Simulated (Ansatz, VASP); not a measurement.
One calculation of Co, two programs

File INCAR:

```
  PREC = Accurate
  ENCUT = 520
  EDIFF = 1E-7
  ISMEAR = 0
  SIGMA = 0.015
  LREAL = False
  LASPH = True
  NELM = 150
  ALGO = Normal
  ISIF = 2
  LWAVE = False
  LCHARG = False
  ISPIN = 2
  MAGMOM = 2 2
  LORBIT = 11
  LMAXMIX = 4
  GGA = PE
  NBANDS = 20
```

File KPOINTS:

```
Automatic mesh
0
Gamma
  12 12 7
```

The input POSCAR:

```
Co
1.0
    2.4719999032      0.0000000000      0.0000000000
   -1.2359999516      2.1408147143      0.0000000000
    0.0000000000      0.0000000000      4.0211440800
Co
2
Direct
    0.6666666667      0.3333333333      0.7500000000
    0.3333333333      0.6666666667      0.2500000000
```

File input.yaml:

```yaml
crystal:
  lattice:
    - [2.4719999032, 0.0, 0.0]
    - [-1.2359999516, 2.1408147143, 0.0]
    - [0.0, 0.0, 4.02114408]
  atoms:
    - { symbol: Co, position: [0.6666666667, 0.3333333333, 0.75], spin: 2.0 }
    - { symbol: Co, position: [0.3333333333, 0.6666666667, 0.25], spin: 2.0 }
kpoints:
  mp_grid: { grid: [12, 12, 7] }
scf:
  occupations: { method: gaussian, width: 0.015 }
hamiltonian:
  xc: pbe
  pseudopotentials: { kind: all_electron, lapw: { basis_error: 0.001 } }
magnetization:
  spin_polarized: true
output:
  forces: true
  stress: true
  eigenvalues: true
```

Alike in both runs: task single point; functional PBE; k mesh 12 × 12 × 7; occupations gaussian, width 0.015 eV; collinear spin.

|  | VASP | Ansatz |
| --- | --- | --- |
| version | VASP 6.6.1 | Ansatz 0.2.0 |
| potentials or method | VASP PAW PBE potentials, release 64 (Co) | all-electron LAPW, scalar-relativistic |
| plane-wave cutoff (eV) | 520 | see its input |

```tsv
	VASP	Ansatz	Ansatz less VASP
gap on the k mesh at the Fermi level (eV)	none	none	-
pressure (GPa)	4.0	4.6	+0.64
largest component of the traceless stress (GPa)	2.24	2.30	+0.068
net moment per atom (μB)	1.61	1.61	+0.002
size of the moment on the site where the two differ most (μB)	1.62	1.66	+0.039
```

Site moments also hang on the region over which each program counts them. A gap of «none» marks a metal or a gap that the smearing closes. Ansatz ran all-electron here, so the differences hold the error of VASP's frozen core and of both bases.
